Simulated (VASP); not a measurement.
**CdTe: single point with LDA**

**The experiment to reproduce.**

A printed reference work, data compilation reports, for a bulk crystal of CdTe at 0 K: band gap 1.607 eV.

CdTe:

```
Cd Te
1.0
     0.00000    3.27990    3.27990
     3.27990    0.00000    3.27990
     3.27990    3.27990    0.00000
Cd Te
1 1
Direct
  0.00000 0.00000 0.00000
  0.25000 0.25000 0.25000
```

```json
{
  "Program": "VASP 6.6.1",
  "Task": "single point",
  "Functional": "LDA",
  "Potentials or basis": "VASP PAW LDA potentials, release 64 (Cd, Te)",
  "Cutoff": "500 eV",
  "k mesh": "4 × 4 × 4",
  "Occupations": "gaussian, width 0.01 eV",
  "Spin": "no spin polarisation",
  "Dipole correction": "no",
  "Further INCAR settings": "ALGO = Normal; EDIFF = 1e-06; NBANDS = 16"
}
```

- Pressure: -2.3 GPa
- Band gap on the k mesh: 0.42 eV, direct

Levels at points of the mesh, in eV from the valence-band top:
```csv
k point,band 7,band 8,band 9,band 10,band 11,band 12
"(0.00, 0.00, 0.00)",0.00,0.00,0.00,0.42,4.50,4.50
"(0.50, 0.00, 0.00)",-4.31,-0.74,-0.74,1.60,5.08,5.08
"(0.50, 0.50, 0.00)",-4.22,-1.78,-1.78,2.49,2.54,8.43
```

It took 8.3 s on 1 thread of Intel(R) Xeon(R) Platinum 8259CL CPU @ 2.50GHz (Skylake/Cascade Lake) (shared host), peak memory 0.17 GiB.

Against the measured gap of CdTe, 1.607 eV (0 K; a printed reference work, data compilation), the calculated 0.42 eV is off by -1.18 eV. So large a miss can be the level of theory's own, or it may mean another phase, state or a wrong row. Spin-orbit coupling on Cd, Te is left out. The value is that of LDA, without temperature or zero-point motion. Semilocal functionals fall short of measured gaps as a rule.

Caveat: spin-orbit coupling is left out, which moves the levels of the heavy elements.
